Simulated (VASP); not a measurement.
Set up this calculation in VASP 6.6.1, as the native input.

```
Task                   : relaxation of cell and atoms
Functional             : PBE
Potentials or basis    : VASP PAW PBE potentials, release 64 (Al, N)
Cutoff                 : 700 eV
k mesh                 : 12 × 12 × 6
Occupations            : gaussian, width 0.02 eV
Spin                   : no spin polarisation
Further INCAR settings : ALGO = Fast; EDIFF = 1e-07; IBRION = 2; EDIFFG = -0.002; NSW = 80; ISIF = 3
```

The structure of AlN lies in POSCAR:

```
AlN
1.0
    3.1130000000      0.0000000000      0.0000000000
   -1.5565000000      2.6959370800      0.0000000000
    0.0000000000      0.0000000000      4.9810000000
Al N
2 2
Direct
    0.3333333300      0.6666666700      0.0000000000
    0.6666666700      0.3333333300      0.5000000000
    0.3333333300      0.6666666700      0.3800000000
    0.6666666700      0.3333333300      0.8800000000
```

The input as run:

INCAR

```
PREC = Accurate
ENCUT = 700
EDIFF = 1E-7
ISMEAR = 0
SIGMA = 0.02
LREAL = False
LASPH = True
NELM = 60
ALGO = Fast
ISIF = 3
LWAVE = False
LCHARG = False
GGA = PE
IBRION = 2
NSW = 80
EDIFFG = -0.002
KPAR = 4
```

KPOINTS

```
Automatic mesh
0
Gamma
  12 12 6
```

Potentials or basis: VASP PAW PBE potentials, release 64 (Al, N).

Command:

```console
$ cat potpaw_PBE.64/Al/POTCAR potpaw_PBE.64/N/POTCAR > POTCAR
$ mpirun -np 4 vasp_std > vasp.out
```

It gave:

The relaxed volume is 10.62 Å³/atom and the relaxed cell is a = 3.128 Å, b = 3.128 Å, c = 5.015 Å, α = 90.00°, β = 90.00°, γ = 120.00°. The space group after relaxing (to 0.05 Å) is P6_3mc (No. 186), the energy gained by relaxing is 2.1 meV/atom and the ionic steps are 7. The pressure after relaxing is 0.0 GPa and the band gap on the k mesh is 4.06 eV, direct.

Run time: 67 s on 4 MPI ranks on Intel(R) Xeon(R) Platinum 8259CL CPU @ 2.50GHz (Skylake/Cascade Lake) (shared host), peak memory 0.22 GiB a rank.
